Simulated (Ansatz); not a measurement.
# Zone-centre phonons of InAs at -3 GPa: input and output

Method: DFT PBEsol, scalar-relativistic, plane waves, PAW in Ansatz 0.2.0.

Launched with:
```bash
ansatz run input.yaml --threads 1 --pin off --max-ram 3072MiB --backend cpu --events-out ev --progress --plain --runs-dir out
```

Input (bare energies are in eV):
```yaml
crystal:
  lattice:
    - [0.0, 3.1082994424, 3.1082994424]
    - [3.1082994424, 0.0, 3.1082994424]
    - [3.1082994424, 3.1082994424, 0.0]
  atoms:
    - { symbol: In, position: [0.0, 0.0, 0.0] }
    - { symbol: As, position: [0.75, 0.75, 0.75] }
basis:
  ecutwfc: 420
kpoints:
  mp_grid: { grid: [12, 12, 12] }
hamiltonian:
  xc: pbesol
scf:
  occupations: { method: fermi_dirac, width: 0.15 }
output:
  eigenvalues: true
phonons:
  method: dfpt
  eigenvectors: true
```

Results section of the output:
```
--- Phonons (Γ-DFPT): 2 representative perturbations + reference, on 163 of 1728 k-points (Σ response iterations 6) ---
  k mesh reduced under 8 symmetry operations, with k and −k counted as one. Each operation leaves every solved displacement unchanged or reverses it
  ASR residual: 1.319e-4 → 0.000e0 eV/Å²; symmetrization residual: 9.909e-7 eV/Å²
  ASR residual per site (eV/Å²): 1.32e-4 8.86e-6
  Γ frequencies (cm⁻¹): 0.00 0.00 0.00 191.50 191.50 191.50
  non-analytic LO–TO correction: not included (Born effective charges unavailable; polar crystals: no LO–TO splitting at Γ)
```

It took 110 s on 1 thread of AMD EPYC (Zen 3) (shared host), peak memory 0.84 GiB.

Without a gap, frequencies and elastic constants depend on the k mesh and the smearing, soft modes and shear constants most.

The bands only touch here, so at this level the crystal is a zero-gap semiconductor or semimetal, not an ordinary metal; spin–orbit coupling, left out, can open or move such a gap.